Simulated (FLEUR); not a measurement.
# Si under changes of volume

One of the cells (20.165 Å³/atom); the others are scaled copies at fixed shape and fractional positions:

```
CELL_PARAMETERS angstrom
0.00000 2.72185 2.72185
2.72185 0.00000 2.72185
2.72185 2.72185 0.00000
ATOMIC_POSITIONS crystal
Si 0.50000 0.50000 0.50000
Si 0.75000 0.75000 0.75000
```

```yaml
Program: FLEUR MaX-R8.1 (later development tree)
Functional: LDA (von Barth-Hedin)
Potentials_or_basis: all-electron
Basis: FLAPW
Kmax: 4.9 1/bohr
k_mesh: 8 × 8 × 8
Occupations: fermi-dirac, width 0.05 eV
Spin: no spin polarisation
```

```tsv
volume (Å³/atom)	energy over the lowest point (meV/atom)	gap on the mesh (eV)
18.955	5.61	0.44
19.358	0.00	0.48
20.165	?	?
20.971	26.47	0.60
21.375	42.92	0.62
```

**Question.** What does the run at 20.165 Å³/atom give?

**Answer.** Energy over the lowest point 4.48 meV/atom; gap on the mesh 0.54 eV.

Worked out: A Birch-Murnaghan fit of order 2 (a polynomial in V^(-2/3)) to the other rows has its minimum at 19.57 Å³/atom with B0 = V·E''(V) = 98 GPa. It gives 4.49 meV/atom at 20.165 Å³/atom, against the run's 4.48. A straight line through the other rows of the gap, of slope 1.5 eV per unit of ln V, gives 0.54 eV, against the run's 0.54.

Energies are extrapolated to zero smearing.

A mesh can miss the band edges.
